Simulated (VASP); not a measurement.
**VASP 6.6.1 run: MgO**

INCAR

```
IBRION = -1
ENCUT = 520
EDIFF = 1E-7
PREC = Accurate
NSW = 0
NELECT = 15.5
ISIF = 2
NELM = 92
LCHARG = .FALSE.
LREAL = .FALSE.
ISMEAR = -1
SIGMA = 0.02
LASPH = .TRUE.
LWAVE = .FALSE.
GGA = PE
NBANDS = 16
```

KPOINTS

```
KPOINTS created by Atomic Simulation Environment
0
Gamma
12 12 6
0 0 0
```

POSCAR

```
Mg O
 1.0000000000000000
     3.2882172281021651   -0.0000000000288675    0.0000000000000000
    -1.6441086140260825    2.8476796527125590    0.0000000000000000
     0.0000000000000000    0.0000000000000000    4.9840226120000004
 Mg  O
   2   2
Cartesian
  0.0000000000166671  1.8984531017987498 -0.0568992741510676
  1.6441086140594163  0.9492265508849412  2.4351120318489330
  0.0000000000166671  1.8984531017987498  1.9259077536510683
  1.6441086140594163  0.9492265508849412  4.4179190596510685
```

The recommended PBE PAW datasets give the neutral cell 16 valence electrons.

Command

```
mpirun -np 1 vasp_std
```

**Question.** Predict the outcome of this run.

**Answer.** It converged. Results: pressure -4.4 GPa; largest force 0.20 eV/Å.

OSZICAR

```
N       E                     dE             d eps       ncg     rms          rms(c)
DAV:   1     0.573071997339E+02    0.57307E+02   -0.69079E+03  2432   0.805E+02
DAV:   2    -0.227898218136E+02   -0.80097E+02   -0.75093E+02  3392   0.191E+02
DAV:   3    -0.265055124607E+02   -0.37157E+01   -0.36532E+01  2680   0.422E+01
DAV:   4    -0.265207805549E+02   -0.15268E-01   -0.15267E-01  2984   0.321E+00
DAV:   5    -0.265208562216E+02   -0.75667E-04   -0.75667E-04  2736   0.215E-01    0.971E+00
DAV:   6    -0.238732570883E+02    0.26476E+01   -0.72433E+00  2432   0.201E+01    0.301E+00
DAV:   7    -0.238587526985E+02    0.14504E-01   -0.67854E-02  2472   0.204E+00    0.187E+00
DAV:   8    -0.238661250467E+02   -0.73723E-02   -0.54792E-02  2552   0.249E+00    0.290E-01
DAV:   9    -0.238660959074E+02    0.29139E-04   -0.35584E-03  3144   0.454E-01    0.111E-01
DAV:  10    -0.238667582079E+02   -0.66230E-03   -0.88424E-04  2480   0.284E-01    0.792E-02
DAV:  11    -0.238667592218E+02   -0.10139E-05   -0.40789E-04  2504   0.140E-01    0.866E-03
DAV:  12    -0.238667599446E+02   -0.72275E-06   -0.97989E-06  2704   0.248E-02    0.720E-03
DAV:  13    -0.238667596640E+02    0.28063E-06   -0.11869E-06  2512   0.957E-03    0.103E-03
DAV:  14    -0.238667596514E+02    0.12601E-07   -0.16185E-07  2712   0.315E-03
   1 F= -.23866760E+02 E0= -.23862255E+02  d E =-.900972E-02
```

Standard output (part)

```
POSCAR found type information on POSCAR MgO
 POSCAR found :  2 types and       4 ions
 LDA part: xc-table for (Slater+PW92), standard interpolation
 POSCAR, INCAR and KPOINTS ok, starting setup
 WAVECAR not read
 entering main loop
 the old and the new charge density differ
    0.971E+00
```

The cell is charged and sits in a uniform background.

For comparison, a separate PBE run of the intended cell, on usual settings and not on those above, gives a gap of 3.56 eV on its mesh and a pressure of 4.7 GPa.
